Q: I have one ruthenium crystal relaxed with twelve density functionals. WC and PBEint are similar GGAs, functionals that use the density and its gradient, yet their volumes differ by 0.3 percentage points. Is that a real difference between them?

GPAW 26.7.0, plane-wave PAW DFT without spin polarisation, spin–orbit coupling or dispersion correction: full cell relaxations of hcp Ru (P6₃/mmc, 2 atoms), 600 eV cutoff, 8 × 8 × 5 k mesh, Fermi–Dirac smearing of 0.05 eV. Volume changes are relative to the shared starting cell; the target pressure is zero except for WC (−1 GPa) and mBEEF (+1 GPa).

```
functional                                           potentials  volume change (%)  relaxed length a (Å)  relaxed length c (Å)
       LDA                 GPAW-PAW-data-sets-(gpaw-data-1.2.1)             -4.230                 2.669                 4.215
    PBEsol  PAW-data-sets-made-by gpaw-setup-for-the-functional             -2.280                 2.686                 4.245
    revPBE                 GPAW-PAW-data-sets-(gpaw-data-1.2.1)              2.200                 2.727                 4.307
      BLYP  PAW-data-sets-made-by gpaw-setup-for-the-functional              5.500                 2.757                 4.351
      AM05  PAW-data-sets-made-by gpaw-setup-for-the-functional             -2.890                 2.680                 4.237
     M06-L                 GPAW-PAW-data-sets-(gpaw-data-1.2.1)             -2.740                 2.679                 4.249
       MS2                 GPAW-PAW-data-sets-(gpaw-data-1.2.1)             -1.780                 2.691                 4.254
    PBEint  PAW-data-sets-made-by gpaw-setup-for-the-functional             -1.640                 2.692                 4.256
     SOGGA  PAW-data-sets-made-by gpaw-setup-for-the-functional             -2.380                 2.685                 4.244
        WC  PAW-data-sets-made-by gpaw-setup-for-the-functional             -1.330                 2.695                 4.258
     mBEEF                 GPAW-PAW-data-sets-(gpaw-data-1.2.1)             -3.500                 2.676                 4.226
     rSCAN                 GPAW-PAW-data-sets-(gpaw-data-1.2.1)             -0.890                 2.700                 4.263
```

A: Check the pressure before you blame the functional. In ruthenium, 1 GPa is worth about 0.3 % in volume, or 0.1 % in each edge. The WC run was set to relax to −1 GPa, so its cell was held slightly stretched. The mBEEF run was set to +1 GPa and ended slightly squeezed, while the other ten aimed at zero.

Q: How do you turn that into a correction?

A: All runs start from the same cell, and each functional gives it a pressure, positive if the cell pushes outward. Suppose the functionals share one curve of pressure against volume, apart from a constant offset for each. The offset cancels in the difference between starting and final pressure, so this difference alone fixes the volume change:

ΔV = 0.316 x + 0.00126 x²

Here ΔV is the volume change in per cent and x is the starting minus the final pressure in GPa. The first term is ordinary elasticity; the second has the sign expected of a metal that softens as it expands, though it can also absorb differences in stiffness between the functionals. I fitted the two coefficients to nine of the ten runs with zero target pressure. WC and mBEEF stay out because their pressure setting is what's being tested. LDA was left out as well, although its starting stress is recorded, so it can serve as a further test.

Q: Does it work for a run outside the fit?

A: Take mBEEF. It starts at −10.35 GPa and ends at +1.26 GPa, so x = −11.61. The linear term gives −3.67 % and the quadratic one +0.17 %, together −3.50 %, which is the computed value. WC and LDA are each matched to about 0.03 percentage points, LDA with the starting pressure from its recorded stress, −14.28 GPa. With the final pressures taken out, mBEEF moves to −3.1 %, and WC ties with PBEint at −1.6 %. The gap you asked about came from the pressure setting.

Q: Then do all twelve follow the same pattern?

A: M06-L doesn't. It contracts 0.17 percentage points more than the curve allows, although it was part of the fit; no other run misses by more than about 0.06. The miss means that its pressure changes less for a given contraction: either ruthenium is softer with M06-L, or the computed stress is slightly off. The shape of the M06-L cell is also unusual: the ratio c/a of the hexagonal edges is about 0.4 % above the median of the others.

Q: Could the relaxation simply have stopped in an odd place?

A: The stress at the start argues against that. In all eleven other runs, the cell pushes outward less along c than in the plane, or pulls inward more. The difference is 0.6 to 1.9 GPa. In M06-L it has the opposite sign, +0.8 GPa, in the very same cell. The preference for a longer c axis is therefore there before any atom or edge has moved.

Q: What causes it?

A: That is open. All four meta-GGAs, which also use the kinetic-energy density, borrow atomic data sets made for PBE, a GGA. The other three have normal shapes, so this mismatch alone is an unlikely cause, though M06-L could be more sensitive to it. M06-L has a very flexible formula and is known to be sensitive to the numerical grid. The forces hint at the grid: by symmetry they should vanish, yet M06-L leaves up to 0.0008 eV/Å on an atom, the most of any run. In all these runs, forces after a small move may still carry the previous step's grid, but M06-L's largest force is there at the very first step. Still, it is tiny, and mBEEF leaves about half as much with a normal shape, so it proves nothing yet. A run on a finer grid would be the first test.

Q: Your curve takes the starting pressure as given. Why does one functional pull the crystal together and another push it apart?

A: Much of it is expected to come from how strongly exchange rewards an uneven density. When atoms move apart, the density between them thins out and varies more sharply relative to its own size. A functional that lowers the energy more in such regions favours a larger cell. LDA has no such reward and gives the smallest volume. PBEsol has a restrained one and ends 2 percentage points higher; revPBE, whose gain over LDA is 1.7 times PBEsol's at a typical gradient, ends another 4.5 points up.

Q: So BLYP, which expands most, must have the strongest exchange reward?

A: That is where the simple rule fails. At moderate gradients BLYP's exchange gain stays within about 10 % of revPBE's, yet its volume is 3.3 percentage points larger. Theory points to its correlation part, LYP, which doesn't reproduce the uniform electron gas, the limit that matters most for a metal's mobile electrons. No run here combines one functional's exchange with the other's correlation, so the table can't separate the two.

Q: Would moving up to a meta-GGA settle the volume?

A: Not by itself. At zero pressure the four meta-GGAs run from −3.1 to −0.9 %, a range that also holds most of the GGAs. For a new functional, look first at its gradient dependence and its uniform-gas limit, then at its rung. These changes are counted from a starting cell whose origin isn't given here, the k mesh is coarse, and the effect of the borrowed data sets on the meta-GGAs is untested, so they don't show which functional is right. The twelve runs are also a selection: failed runs and some with known program faults or graver warnings were left out, so the spread between functionals could be wider. The output below gives the pressure correction for each run; for LDA it uses a starting pressure estimated from the energy, −14.26 GPa, which is close to the recorded one.

The analysis program printed:

```
fit of volume_change on 9 rows ((known > 0) & (abs(target) < 0.5)): coefficient of dp 0.3162 +/- 0.003, coefficient of dp2 0.001259 +/- 0.00025; rms 0.0658, worst M06-L 0.171, leave-one-out rms 0.0896
  rows outside the fit (model, value, miss): LDA -4.25, -4.23, -0.0197; WC -1.36, -1.33, -0.0304; mBEEF -3.5, -3.5, -0.0003
Pressure, volume and shape (LDA start pressure estimated from energy):
     row  start_GPa  final_GPa  pressure_shift_%  volume_at_zero_pressure_%  model_less_table_%  c_over_a
     LDA     -14.26    -0.0084          0.002354                     -4.232             -0.0197     1.579
  PBEsol     -7.462     0.1095          -0.03255                     -2.247            -0.04174      1.58
  revPBE      6.758    -0.0498            0.0166                      2.183             0.01073     1.579
    BLYP      16.31    -0.0054          0.001929                      5.498           -0.007409     1.578
    AM05     -9.425     0.1723          -0.05035                      -2.84            -0.02867     1.581
   M06-L     -8.455    -0.0497           0.01466                     -2.755              0.1714     1.586
     MS2       -5.9     0.0651          -0.01961                      -1.76            -0.06114     1.581
  PBEint     -5.321     0.0577          -0.01747                     -1.623            -0.02426     1.581
   SOGGA     -7.782     0.1182          -0.03504                     -2.345            -0.03935     1.581
      WC     -5.364    -0.9848            0.2993                     -1.629             -0.0304      1.58
   mBEEF     -10.35      1.258           -0.3628                     -3.137             -0.0003     1.579
   rSCAN     -2.845     0.1026          -0.03169                    -0.8583            -0.03102     1.579
Stiffness of the shared curve at the starting cell, GPa: 316.3
WC less PBEint volume change in the table, percentage points: 0.31
WC less PBEint after removing final pressure, percentage points: -0.006764
M06-L c/a above the median of the other rows, %: 0.3846
M06-L start stress along c less in plane, GPa: 0.8083
Same stress difference, highest of the other printed rows, GPa: -0.5719
Same stress difference, lowest of the other printed rows, GPa: -1.87
PBEsol less LDA volume change, percentage points: 1.95
revPBE less PBEsol volume change, percentage points: 4.48
BLYP less revPBE volume change, percentage points: 3.3
Exchange enhancement above LDA at reduced gradient 1, revPBE over PBEsol, ratio: 1.743
Exchange enhancement above LDA at reduced gradient 0.5, BLYP over revPBE, ratio: 1.084
Exchange enhancement above LDA at reduced gradient 1.5, BLYP over revPBE, ratio: 0.9046
```
